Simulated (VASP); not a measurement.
# VASP 6.6.1 run: NaI

INCAR

```
LREAL = Auto
PREC = Accurate
ENCUT = 520
NELM = 57
IBRION = -1
NBANDS = 14
NSW = 0
SIGMA = 0.2
EDIFF = 1E-7
LCHARG = .FALSE.
ISMEAR = -5
GGA = PE
ISIF = 2
LASPH = .TRUE.
LWAVE = .FALSE.
```

KPOINTS

```
KPOINTS created by Atomic Simulation Environment
0
Gamma
6 6 6
0 0 0
```

POSCAR

```
Na I
 1.0000000000000000
     4.0267987335999997    0.0000000000000000    0.0000000000000000
     0.0000000000000000    4.0405365579000003    0.0000000000000000
     0.0000000000000000    0.0000000000000000    4.0405365579000003
 Na  I
   1   1
Cartesian
  0.0000000000000000  0.0000000000000000  0.0000000000000000
  2.0133993667999999  2.0202682789500006  2.0202682789500006
```

The recommended PBE PAW datasets give the neutral cell 14 valence electrons.

Command

```
mpirun -np 1 vasp_std
```

OSZICAR

```
N       E                     dE             d eps       ncg     rms          rms(c)
DAV:   1     0.856067288886E+02    0.85607E+02   -0.66989E+03  1120   0.922E+02
DAV:   2     0.156223139862E+01   -0.84044E+02   -0.78436E+02  1194   0.222E+02
DAV:   3    -0.504170497577E+01   -0.66039E+01   -0.65627E+01  1462   0.604E+01
DAV:   4    -0.519641631022E+01   -0.15471E+00   -0.15466E+00  1330   0.953E+00
DAV:   5    -0.520084825102E+01   -0.44319E-02   -0.44318E-02  1542   0.161E+00    0.196E+00
DAV:   6    -0.509905494298E+01    0.10179E+00   -0.90813E-02  1338   0.180E+00    0.130E+00
DAV:   7    -0.507225713138E+01    0.26798E-01   -0.89551E-02  1392   0.158E+00    0.632E-01
DAV:   8    -0.507270798830E+01   -0.45086E-03   -0.59490E-03  1210   0.623E-01    0.875E-02
DAV:   9    -0.507265927652E+01    0.48712E-04   -0.16559E-04  1438   0.130E-01    0.354E-02
DAV:  10    -0.507268100492E+01   -0.21728E-04   -0.56160E-05  1276   0.688E-02    0.873E-03
DAV:  11    -0.507268114811E+01   -0.14319E-06   -0.66469E-06  1348   0.264E-02    0.364E-03
DAV:  12    -0.507268134705E+01   -0.19894E-06   -0.44918E-07  1354   0.455E-03    0.470E-04
DAV:  13    -0.507268143363E+01   -0.86580E-07   -0.56892E-08  1112   0.156E-03
   1 F= -.50726814E+01 E0= -.50726814E+01  d E =0.000000E+00
```

From OUTCAR

```
k-points           NKPTS =     40   k-points in BZ     NKDIM =     40   number of bands    NBANDS=     14

   NELECT =      14.0000    total number of electrons

   dimension x,y,z NGX =    30 NGY =   30 NGZ =   30
   dimension x,y,z NGXF=    60 NGYF=   60 NGZF=   60

  energy-cutoff  :      520.00
  volume of cell :       65.74
      direct lattice vectors                 reciprocal lattice vectors
     4.026798734  0.000000000  0.000000000     0.248336226  0.000000000  0.000000000
     0.000000000  4.040536558  0.000000000     0.000000000  0.247491883  0.000000000
     0.000000000  0.000000000  4.040536558     0.000000000  0.000000000  0.247491883

 k-points in reciprocal lattice and weights: KPOINTS created by Atomic Simulation Env
   0.00000000  0.00000000  0.00000000       0.005
   0.16666667  0.00000000  0.00000000       0.009
   0.33333333  0.00000000  0.00000000       0.009
   0.50000000  0.00000000  0.00000000       0.005
   0.00000000  0.16666667  0.00000000       0.019
   0.16666667  0.16666667  0.00000000       0.037
   0.33333333  0.16666667  0.00000000       0.037
   0.50000000  0.16666667  0.00000000       0.019
   ...

 E-fermi :   2.0739

 k-point     1 :       0.0000    0.0000    0.0000
  band No.  band energies     occupation
      1     -21.7260      2.00000
      2     -21.7255      2.00000
      3     -21.7255      2.00000
      4      -9.8582      2.00000
      5       1.3110      2.00000
      6       1.3110      2.00000
      7       1.3430      2.00000
      8       4.2775      0.00000
      9       7.5479      0.00000
     10       7.5710      0.00000
     11      13.1906      0.00000
     12      13.1906      0.00000
     13      13.2260      0.00000
     14      13.8339      0.00000

 k-point     2 :       0.1667    0.0000    0.0000
  band No.  band energies     occupation
      1     -21.7282      2.00000
      2     -21.7253      2.00000
      3     -21.7253      2.00000
      4      -9.7797      2.00000
      5       0.4085      2.00000
      6       1.3887      2.00000
      7       1.3887      2.00000
      8       4.9693      0.00000
      9       7.7747      0.00000
     10       8.3846      0.00000
     11      11.7467      0.00000
     12      11.7467      0.00000
     13      12.3976      0.00000
     14      13.9332      0.00000

 k-point     3 :       0.3333    0.0000    0.0000
  band No.  band energies     occupation
      1     -21.7324      2.00000
      2     -21.7249      2.00000
      3     -21.7249      2.00000
      4      -9.6116      2.00000
      5      -0.8192      2.00000
      6       1.5550      2.00000
      7       1.5550      2.00000
      8       5.9455      0.00000
      9       8.4162      0.00000
     10       8.9152      0.00000
     11      10.3824      0.00000
     12      10.3824      0.00000
     13      11.8380      0.00000
     14      12.9362      0.00000

 k-point     4 :       0.5000    0.0000    0.0000
  band No.  band energies     occupation
      1     -21.7346      2.00000
      2     -21.7247      2.00000
      3     -21.7247      2.00000
      4      -9.5210      2.00000
      5      -1.3071      2.00000
      6       1.6444      2.00000
      7       1.6444      2.00000
      8       6.6095      0.00000
      9       8.2862      0.00000
     10       9.0260      0.00000
     11       9.8729      0.00000
     12       9.8729      0.00000
     13      10.7424      0.00000
     14      14.9243      0.00000

 ...

  Total        0.1882345      0.1216518      0.1216518      0.0000000      0.0000000      0.0000000
  in kB        4.5874540      2.9647696      2.9647696      0.0000000      0.0000000      0.0000000
  external PRESSURE =       3.5056644 kB  Pullay stress =       0.0000000 kB

 POSITION                                       TOTAL-FORCE (eV/Angst)
 -----------------------------------------------------------------------------------
      0.00000      0.00000      0.00000         0.000000      0.000000      0.000000
      2.01340      2.02027      2.02027         0.000000      0.000000      0.000000
 -----------------------------------------------------------------------------------
    total drift:                                0.000000     -0.000000     -0.000000

  FREE ENERGIE OF THE ION-ELECTRON SYSTEM (eV)
  ---------------------------------------------------
  free  energy   TOTEN  =        -5.0726814336 eV

  energy  without entropy=       -5.0726814336  energy(sigma->0) =       -5.07268143
```

It converged. Results: gap between bands v and c on the k mesh 2.29 eV; least direct gap on the k mesh 2.76 eV; pressure 0.4 GPa. Band v is the last that the valence electrons fill when counted band by band, and c is the next.

For comparison, a separate PBE run of the intended cell, on usual settings and not on those above, gives a gap of 2.29 eV on its mesh and a pressure of 0.4 GPa.

The run above took about 36 s on one core of a shared host (Intel Xeon Platinum 8488C) and held 0.17 GiB at most.
